Q: I work with aluminium nitride, and I would like to know what squeezing the crystal does to its band gap. What size of change should I keep in my head?

A: About a tenth of an electronvolt for each percent of volume, or a quarter of an electronvolt for each percent of bond length. The gap widens when the crystal is squeezed and narrows when it is stretched. A change of bond length that is barely visible in a drawing of the structure is therefore easily visible in the optical absorption. These sizes belong to the direct gap, where the electron keeps its crystal momentum, and they come from the following calculations.

Quantum ESPRESSO 7.5, plane-wave DFT with the PBEsol functional and scalar-relativistic PseudoDojo 0.4.1 standard pseudopotentials (wave cutoff 1142.88 eV), for AlN in space group P6_3mc. The cell is scaled evenly, without relaxation. The self-consistent runs use a 12 × 12 × 6 k mesh, and both gaps are taken from the levels on a 3 × 3 × 4 k mesh.

```
volume (Å³/atom)     c/a  shortest distance (Å)  gap on mesh (eV)  direct gap on mesh (eV)
           9.197  1.6001                  1.814             4.945                    5.295
           9.615  1.6001                  1.841             4.882                    4.882
          10.033  1.6001                  1.867             4.496                    4.496
          10.451  1.6001                  1.893             4.136                    4.136
          10.869  1.6000                  1.918             3.799                    3.799
          11.287  1.6001                  1.942             3.482                    3.482
```

Q: Which of these columns do I need?

A: The shortest distance, which I call d, is the length of the Al–N bond. The direct gap on mesh is the smallest step from a filled to an empty level at one and the same crystal momentum. The gap on mesh is the smallest step when the momentum may differ. "On mesh" means that only a coarse grid of momenta was searched. The ratio c/a stays put, so each row is the same crystal enlarged or reduced evenly in all directions.

Q: Why should a shorter bond open the gap at all?

A: Start with an electron in a box with hard walls. Its wave has to fit between the walls, so a smaller box forces a shorter wavelength. Momentum goes as one over wavelength and kinetic energy as momentum squared, so every level goes as one over the square of the box length. The spacing between two levels grows in the same way when the box shrinks.

In AlN the wave has to fit between atoms instead of walls. The lowest empty state at zero crystal momentum, the point called Γ, is made mostly of s orbitals on Al and N with opposite signs, so the wave changes sign within every bond. That is the standard picture for this family of crystals, and the energies in the table do not test it. Such a state resists squeezing strongly. The highest filled states, mostly p orbitals of nitrogen, resist it less, and the gap between the two widens.

Q: Then can I simply scale the gap with 1/d²?

A: No, and this is where the box stops being a good guide. From the widest row to the densest, 1/d² grows by about 15 percent, while the direct gap grows by about 52 percent. In the box all of the energy is kinetic. In the crystal the electron also feels the attraction of the ions and the repulsion of the other electrons, and these parts do not scale in the same way.

The simplest repair is to let one part of the gap scale as in the box and to treat the rest as a constant:

direct gap = A/d² − B

Because B is subtracted, a modest percentage change in the first term becomes a large percentage change in the gap. The potential energy changes with d as well, but the bond length varies by only 7 percent here, and over so short a range A and B can absorb that change between them. For this reason neither constant should be read as a kinetic or a potential energy by itself.

Q: What are the two numbers?

A: A least-squares line through the direct gaps of all six rows, plotted against 1/d², gives A = 46.8 eV Å² and B = 8.9 eV. For work on paper I round them:

direct gap ≈ 47/d² − 9 (gap in eV, d in Å)

Q: Show me one case in full.

A: Take the row with a volume of 10.869 Å³ per atom, a slightly stretched crystal with d = 1.918 Å.

d² = 1.918 × 1.918 = 3.679
47/3.679 = 12.78
12.78 − 9 = 3.78 eV

The calculation gave 3.799 eV, so the estimate is low by about 0.02 eV. This row helped to set the constants, so the agreement shows that the rounding does little harm. It is not a prediction.

Q: And a strongly squeezed crystal?

A: Take the densest row, with d = 1.814 Å.

d² = 1.814 × 1.814 = 3.291
47/3.291 = 14.28
14.28 − 9 = 5.28 eV

The direct gap in the table is 5.295 eV, so the rule still works for the quantity it was made for. The smallest gap, however, is only 4.945 eV. If you had taken the rule's answer for the smallest gap, you would have been too high by about a third of an electronvolt.

Q: What happened there?

A: Another empty state became the lowest one. It belongs to a different crystal momentum, the point called K at the edge of the allowed range. The levels of two of the runs show how it behaves: its distance from the top of the filled states is 4.89 eV at a volume of 10.869 and 4.93 eV at 9.615. The state at Γ climbs past it on compression, and from then on the smallest gap is indirect.

For the densest row the individual levels are not available, so K is an inference there. It is a well-supported one, because extending the two known values to that volume gives 4.95 eV, almost exactly the gap in the table.

Q: Why does the state at K hardly move?

A: Strictly, it hardly moves relative to the top of the filled states. At K the wave changes its phase from one cell to the next, so it cannot have the same sign change in every bond, and other orbitals mix in. Its response to squeezing is then much closer to that of the filled states. This is an argument from the shape of the waves, not a result of these runs. The levels show the weak response, but they do not reveal its cause.

For a related crystal, then, first ask which empty state is lowest. If it is the s-like one at Γ, expect the gap to open on compression until a slower state takes over.

Q: So how do I get the smallest gap?

A: Add a ceiling to the rule:

smallest gap ≈ 47/d² − 9, but never more than 4.9 eV

The ceiling is the distance to K, rounded. The two branches meet at a bond length of about 1.84 Å. For the densest row the ceiling gives 4.9 eV, which is within 0.05 eV of the calculation.

Q: How good is the rule over the whole table?

A: For the direct gap it stays within about 0.02 eV of the calculation in every row, and always on the low side. For the smallest gap the worst case is the densest row that we have just treated. Since all six rows went into the constants, these figures describe how well the rule sums up the table.

A sterner trial is to draw the line through only two rows, the starting crystal at 10.451 and the widest one, and to ask it for the densest. The line in 1/d² then misses the direct gap by less than 0.01 eV. A line in 1/d, the way electrostatic energies scale, comes out 0.03 eV too low, and a line in the logarithm of the volume 0.07 eV too low.

Q: Does that prove that kinetic energy is the cause?

A: No. It shows that 1/d² is the best of these three shapes over this range. The bands themselves do not share one law: between the two runs with known levels, the width of the upper filled band grows roughly as 1/d to the power 2.3, and that of the nitrogen 2s band as 1/d to the power 4.3. The box makes it plausible that a state like the one at Γ climbs when the bonds shorten. But it would have every other gap widen at the same rate, and the gap to K does not. The straightness of the line should therefore not be given a deeper meaning.

Q: My colleagues quote a deformation potential. Is that contained in the rule?

A: Yes, if they mean the one for volume. It tells how fast an energy changes with the logarithm of the volume V. Deformation potentials for a change of shape are not contained in the rule. When the crystal is scaled evenly, d² grows as V to the power 2/3, so the rule gives

d(direct gap)/d(ln V) = −(2/3) × 47/d²

For the starting crystal 47/d² is 13.12 eV, and the result is −8.7 eV. One percent of volume therefore shifts the gap by 0.087 eV, which is the tenth of an electronvolt I began with. The formula also says that the crystal becomes more sensitive as it gets denser, and the table agrees: the slope between neighbouring rows goes from −8.4 eV at the wide end to −9.3 eV at the dense end.

Q: May I compare the result with the gap I measure?

A: Compare changes, not the gap itself. This level of theory makes gaps too small: it gives 4.1 eV for the starting crystal, while experiment finds roughly 6 eV, a recalled round figure. A practical way is to start from your own measured direct gap and add the change that the rule predicts. The ceiling of 4.9 eV belongs to the calculated scale and cannot be set against a measured gap. Changes are usually described better than absolute gaps, but there are no measured shifts here to confirm it for AlN.

Q: My AlN is a thin film on a substrate, and it gets hot. Does the rule still hold?

A: Not as it stands. A substrate stretches or squeezes the film in the plane and lets it relax across the plane, so c/a changes and the bonds no longer scale together. The highest filled levels then shift against one another, which a single bond length cannot describe. Heating also makes the atoms vibrate more strongly, and this changes the gap in addition to the effect of thermal expansion. The rule covers even compression or expansion of a crystal at rest.

Q: And how far can I push it under pressure?

A: Keep to bond lengths between about 1.81 and 1.94 Å. Carried far beyond the wide end, the formula would close the gap near 2.3 Å, which is algebra and not a forecast. Under real pressure c/a and the atomic positions would also adjust a little, whereas here they were held in proportion. A real crystal may not even reach the dense end in this structure: under strong pressure AlN is expected to change to the rock-salt structure, with six neighbours around each atom, and there the rule no longer applies.

Be most careful near 1.84 Å, where the calculated smallest gap changes its character. The error of the functional need not be the same for the states at Γ and K, so in a real crystal the change may come at a different bond length. The coarse grid contains Γ and K but leaves out other points at the zone edge, such as M and L. If an empty state lies lower at one of those, the ceiling is lower than 4.9 eV and the change to an indirect gap comes at a longer bond. A finer search of momenta would settle that. The direct gap at Γ does not depend on it.
